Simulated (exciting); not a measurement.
A run of exciting (release sodium):

File input.xml:

```xml
<input>
  <title>Ge</title>
  <structure speciespath="./" tshift="false">
    <crystal scale="1">
      <basevect>-4.865080479575 4.865080479575 2.640727178737</basevect>
      <basevect>4.865080479575 -4.865080479575 2.640727178737</basevect>
      <basevect>4.865080479575 4.865080479575 -2.640727178737</basevect>
    </crystal>
    <species speciesfile="Ge.xml" rmt="2">
      <atom coord="0.500000000000 0.500000000000 0.000000000000"/>
      <atom coord="0.250000000000 0.750000000000 0.500000000000"/>
    </species>
  </structure>
  <groundstate do="fromscratch" ngridk="7 7 7" rgkmax="8" gmaxvr="14" lmaxapw="10" lmaxmat="10" lmaxvr="8" xctype="LDA_PW" stype="Gaussian" swidth="0.00183747" nempty="10" ValenceRelativity="iora*" epsengy="1e-05" epspot="1e-05" maxscl="60" tforce="true" outputlevel="high"/>
</input>
```

Potentials or basis: all-electron LAPW+lo, shipped species files, valence relativity iora*.

Command:

```bash
$ OMP_NUM_THREADS=1 exciting_smp
```

Hardware: 1 thread of Arm Neoverse V1, on a shared host.

**Question.** Estimate the wall time of this run.

**Answer.** Wall time 62 s on 1 thread of Arm Neoverse V1 (shared host), peak memory 0.13 GiB. Counts: scf iterations 11, plane waves 283.
